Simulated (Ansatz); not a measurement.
# FeO: the cost of one run

Method: DFT LDA+U (U_eff = 1 eV on Fe d), plane waves, PAW, in Ansatz 0.2.0.

2 further runs of the same task are left out: 2 that didn't finish.

## (1) The system as given

The structure is hexagonal, space group P-6m2 (No. 187). Conventional cell: a = 2.903 Å, b = 2.903 Å, c = 2.833 Å, α = 90.00°, β = 90.00°, γ = 120.00°. Fe (site symmetry -6m2) is surrounded by 6 O at 2.19 Å. Around O (site symmetry -6m2) lie 6 Fe at 2.19 Å.

Structure file:

```xyz
4
Lattice="2.9029 0.0000 0.0000 -2.9029 5.0280 0.0000 0.0000 0.0000 2.8331" Properties=species:S:1:pos:R:3 pbc="T T T"
Fe    0.0000    0.0000    0.0000
O     1.4515    0.8380    1.4165
Fe   -1.4515    2.5140    0.0000
O     0.0000    3.3520    1.4165
```

## (2) Ferromagnetic start, free, symmetry kept, no search

File input.yaml:

```yaml
crystal:
  lattice:
    - [2.90290551, 0.0, 0.0]
    - [-2.9029055, 5.02797984, 0.0]
    - [0.0, 0.0, 2.83309195]
  atoms:
    - { symbol: Fe, position: [0.0, 0.0, 0.0], spin: 4.0 }
    - { symbol: O, position: [0.6666666667, 0.1666666667, 0.5] }
    - { symbol: Fe, position: [0.0, 0.5, 0.0], spin: 4.0 }
    - { symbol: O, position: [0.6666666667, 0.6666666667, 0.5] }
basis:
  ecutwfc: 420
  ecutrho_ratio: 4
kpoints:
  mp_grid: { grid: [7, 7, 7] }
hamiltonian:
  xc: lda
  hubbard:
    sites: [{ site: 0, l: d, u_eff: 1.0 }, { site: 2, l: d, u_eff: 1.0 }]
scf:
  occupations: { method: gaussian, width: 0.05 }
  lower_state_search: "off"
  max_iter: 150
output:
  forces: true
  stress: true
  eigenvalues: true
  populations: true
  hubbard: { sites: [{ site: 0, l: d }, { site: 2, l: d }] }
magnetization:
  spin_polarized: true
```

Command:

```
$ ansatz run input.yaml --threads 2 --pin off --max-ram 3072MiB --backend cpu --events-out ev --progress --plain --runs-dir out
```

**Question.** How long does this run take on 2 threads of Arm Neoverse N1, shared host, and how much memory does it need?

About 27 s, with a peak of 0.47 GiB.
